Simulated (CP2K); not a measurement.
Nb:

```xyz
1
Lattice="2.8820 0.0000 0.0000 -0.9607 2.7172 0.0000 -0.9607 -1.3586 2.3532" Properties=species:S:1:pos:R:3 pbc="T T T"
Nb    0.0000    0.0000    0.0000
```

Program: CP2K 2026.2. Alike in all runs: task single point; potentials or basis POTENTIAL_UZH Nb GTH-PBE-q13; TZVP-MOLOPT-PBE-GTH basis; no spin polarisation; cell as given; k mesh 11 × 11 × 11; smearing fermi-dirac 0.05 eV.

**Question.** Order these runs on this cell by their pressure, lowest first.
A. level revPBE
B. level rev-vdW-DF2; cutoff of the non-local correlation (Ry) 300
C. level LDA
D. level PBE
E. level vdW-DF-cx; cutoff of the non-local correlation (Ry) 300

**Answer.** C (-9.6 GPa), E (-5.8 GPa), B (-3.5 GPa), D (-1.0 GPa), A (0.8 GPa).

Caveats: the basis of atomic orbitals isn't converged, which shifts pressures, moduli and gaps; the potentials were made for another functional, which shifts forces and pressure (some runs).
